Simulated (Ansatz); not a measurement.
**Ti2Co in Ansatz: the effect of target pressure**

Ti2Co:

```
Co Ti
1.0
     0.00000    3.36500    3.36500
     3.36500    0.00000    3.36500
     3.36500    3.36500    0.00000
Co Ti
2 4
Direct
  0.75000 0.75000 0.75000
  0.50000 0.50000 0.50000
  0.12500 0.62500 0.12500
  0.12500 0.12500 0.62500
  0.62500 0.12500 0.12500
  0.12500 0.12500 0.12500
```

Alike in all runs:

- Program: Ansatz 0.2.0
- Task: relaxation of cell and atoms
- Functional: PBEsol
- Potentials or basis: Ansatz PAW
- Cutoff: 420 eV (not typed: the program's choice for these potentials)
- k mesh: 7 × 7 × 7
- Occupations: fermi-dirac, width 0.05 eV
- Spin: collinear spin, ferromagnetic start
- Starting moments: [2.0, 2.0, 1.0, 1.0, 1.0, 1.0] μB

Each run relaxes the cell or the atoms first.

Task: One run gave: relaxed volume 13.61 Å³/atom; moment 1.49 μB. Which target pressure did it use?
A. 20 GPa
B. 0 GPa
C. 10 GPa
D. 2 GPa
E. 5 GPa

Result: E.

```tsv
target pressure	relaxed volume (Å³/atom)	moment (μB)
0 GPa	14.17	1.82
2 GPa	13.93	1.69
5 GPa	13.61	1.49
10 GPa	13.14	1.19
20 GPa	12.43	0.75
```

Caveats: the plane-wave basis is chosen anew once the cell has moved, so the energies of steps on either side of that aren't comparable; the PAW data sets come from PBE, with cores solved anew for the run's functional, which leaves a small shift of forces and pressure; the starting moments weren't kept (some runs).
